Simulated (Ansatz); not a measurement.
## Cd, simple cubic: how the functional moves the structure

All rows: Ansatz, plane waves with scalar-relativistic PAW, 420 eV (500 eV for the SCAN forms), relaxed under each functional, no dispersion correction, no zero-point motion. B₀ comes from uniform scaling at fixed shape; a dash is a value not given.

```json
{"functional": "r²SCAN", "V (Å³/atom)": "25.43", "cell": "a = 2.941 Å", "B₀ (GPa)": "38", "magnetic state": "spin not included", "ΔE to hcp (meV/atom)": "162"}
{"functional": "PBEsol", "V (Å³/atom)": "24.49", "cell": "a = 2.904 Å", "B₀ (GPa)": "42", "magnetic state": "spin not included", "ΔE to hcp (meV/atom)": "181"}
{"functional": "LDA", "V (Å³/atom)": "23.21", "cell": "a = 2.852 Å", "B₀ (GPa)": "51", "magnetic state": "spin not included", "ΔE to hcp (meV/atom)": "184"}
{"functional": "revPBE", "V (Å³/atom)": "28.21", "cell": "a = 3.044 Å", "B₀ (GPa)": "24", "magnetic state": "spin not included", "ΔE to hcp (meV/atom)": "105"}
{"functional": "RPBE", "V (Å³/atom)": "28.85", "cell": "a = 3.067 Å", "B₀ (GPa)": "20", "magnetic state": "spin not included", "ΔE to hcp (meV/atom)": "97"}
{"functional": "BLYP", "V (Å³/atom)": "30.76", "cell": "a = 3.133 Å", "B₀ (GPa)": "15", "magnetic state": "spin not included", "ΔE to hcp (meV/atom)": "-24"}
```

What does PBE give?

V (Å³/atom): 26.85; cell: a = 2.994 Å; B₀ (GPa): 30; magnetic state: spin not included; ΔE to hcp (meV/atom): 126.
